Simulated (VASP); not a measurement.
Output of a VASP run:

### OSZICAR
```
       N       E                     dE             d eps       ncg     rms          rms(c)
DAV:   1     0.137338794111E+03    0.13734E+03   -0.10045E+04  7331   0.202E+03
DAV:   2    -0.337629281089E+00   -0.13768E+03   -0.13096E+03  8024   0.398E+02
DAV:   3    -0.125578344657E+02   -0.12220E+02   -0.11975E+02  8873   0.118E+02
DAV:   4    -0.128982244833E+02   -0.34039E+00   -0.33985E+00  8102   0.212E+01
DAV:   5    -0.129117255545E+02   -0.13501E-01   -0.13500E-01  9825   0.402E+00    0.971E+00
DAV:   6    -0.107243525299E+02    0.21874E+01   -0.83139E+00 11060   0.509E+01    0.532E+00
DAV:   7    -0.106919024385E+02    0.32450E-01   -0.60650E-01  7394   0.101E+01    0.212E+00
DAV:   8    -0.106796941556E+02    0.12208E-01   -0.10377E-01  8895   0.327E+00    0.589E-01
DAV:   9    -0.106761248706E+02    0.35693E-02   -0.95011E-03 11441   0.190E+00    0.235E-01
DAV:  10    -0.106766216952E+02   -0.49682E-03   -0.15843E-03  7725   0.403E-01    0.860E-02
DAV:  11    -0.106766554517E+02   -0.33757E-04   -0.71197E-05  9709   0.102E-01    0.186E-02
DAV:  12    -0.106766548321E+02    0.61967E-06   -0.30724E-05  8365   0.564E-02    0.136E-02
DAV:  13    -0.106766539177E+02    0.91439E-06   -0.43324E-06 10714   0.419E-02    0.479E-03
DAV:  14    -0.106766537848E+02    0.13288E-06   -0.36075E-07  7525   0.724E-03    0.153E-03
DAV:  15    -0.106766537871E+02   -0.22485E-08   -0.13319E-08  3905   0.211E-03
   1 F= -.10676654E+02 E0= -.10676694E+02  d E =0.120906E-03
```

### OUTCAR
```
------------------------ aborting loop because EDIFF is reached ----------------------------------------
  FORCE on cell =-STRESS in cart. coord.  units (eV):
  Direction    XX          YY          ZZ          XY          YZ          ZX
  --------------------------------------------------------------------------------------
  Total        0.0245396     -0.0160217      0.0245396      0.0000000      0.0000000      0.3961922
  in kB        1.2196071     -0.7962724      1.2196071      0.0000000      0.0000000     19.6905714
  external PRESSURE =       0.5476473 kB  Pullay stress =       0.0000000 kB
  volume of cell :       32.24
      direct lattice vectors                 reciprocal lattice vectors
     0.000000000  2.526054566  2.526054566    -0.197937134  0.197937134  0.197937134
     2.526054566  0.000000000  2.526054566     0.197937134 -0.197937134  0.197937134
     2.526054566  2.526054566  0.000000000     0.197937134  0.197937134 -0.197937134
 POSITION                                       TOTAL-FORCE (eV/Angst)
 -----------------------------------------------------------------------------------
      2.52605      0.05000      2.52605         0.000000     -0.426781      0.000000
      1.26303      1.26303      1.26303         0.000000      0.426781      0.000000
 -----------------------------------------------------------------------------------
    total drift:                               -0.000000      0.000121      0.000000
  FREE ENERGIE OF THE ION-ELECTRON SYSTEM (eV)
  ---------------------------------------------------
  free  energy   TOTEN  =       -10.6766537871 eV

  energy  without entropy=      -10.6767746928  energy(sigma->0) =      -10.67669409
```
(Selected blocks of OUTCAR.)

POSCAR:
```
InN
1
    0.0000000000     2.5260545661     2.5260545661
    2.5260545661     0.0000000000     2.5260545661
    2.5260545661     2.5260545661     0.0000000000
In N
1 1
Direct
  0.0098968567  -0.0098968567   0.0098968567
  0.2500000000   0.2500000000   0.2500000000
```

**Question.** Write an INCAR and KPOINTS that could have produced this output.

**Answer.** One answer among several that fit: the input of the run itself, PBE GGA, plane waves, VASP's PBE PAW potentials (set 64).

INCAR:
```
SYSTEM = InN
PREC = Accurate
ENCUT = 600
EDIFF = 1E-7
NELM = 100
ALGO = Normal
LREAL = .FALSE.
LASPH = .TRUE.
ISMEAR = 1
SIGMA = 0.1
GGA = PE
LMAXMIX = 4
LWAVE = .FALSE.
LCHARG = .FALSE.
ISIF = 2
```

**KPOINTS**
```
Regular mesh
0
gamma
  12 12 12
```

POTCAR, in this order: In_d N (PBE.64 set). Program: vasp_std.

The compound is InN in the zinc blende structure, a metastable form; wurtzite is the usual one. This cell was strained or had an atom moved on purpose.
